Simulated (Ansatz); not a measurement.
SrO, h-MgO type was relaxed with 5 functionals in the PAW code Ansatz, cell and atoms free, the symmetry of the start kept (meshes: PBE 6×6×4, r2SCAN 6×6×4, PBEsol 6×6×4, LDA 6×6×4, HSE06 6×6×4). These are computed values for a spin-unpolarised cell that may be hypothetical; none is a measurement.

The PBEsol result:
```cif
data_structure
_symmetry_space_group_name_H-M 'P 1'
_symmetry_Int_Tables_number 1
_cell_length_a 4.2356
_cell_length_b 4.2356
_cell_length_c 5.1096
_cell_angle_alpha 90.000
_cell_angle_beta 90.000
_cell_angle_gamma 120.000
_cell_volume 79.39
loop_
_atom_site_label
_atom_site_type_symbol
_atom_site_fract_x
_atom_site_fract_y
_atom_site_fract_z
_atom_site_occupancy
Sr1 Sr 0.33333 0.66667 0.25000 1
Sr2 Sr 0.66667 0.33333 0.75000 1
O1 O 0.66667 0.33333 0.25000 1
O2 O 0.33333 0.66667 0.75000 1
```

Space group P6_3/mmc (No. 194), hexagonal; a = 4.236 Å, c = 5.110 Å in the conventional setting, 19.85 Å³ an atom. Sr has 5 O at 2.45–2.55 Å; O has 5 Sr at 2.45–2.55 Å.

Question: How does the cell change with LDA?

Answer: a = 4.189 Å, c = 5.050 Å; the volume differs by -3.3 % from PBEsol's. Sr has 5 O at 2.42–2.52 Å; O has 5 Sr at 2.42–2.52 Å.

Question: How does the cell change with r2SCAN?

Answer: a = 4.270 Å, c = 5.144 Å; the volume differs by +2.3 % from PBEsol's. Sr is surrounded by 5 O at 2.47–2.57 Å; O is surrounded by 5 Sr at 2.47–2.57 Å.

Question: Held at the r2SCAN cell, what mean stress do LDA and PBE find, and does its sign point to their own minimum?

Answer: Yes. LDA -4.20 GPa, and its relaxed volume is -5.5 % from r2SCAN's; PBE +1.25 GPa, and its relaxed volume is +1.7 % from r2SCAN's. Compression counts positive, so a positive stress asks for a larger cell.
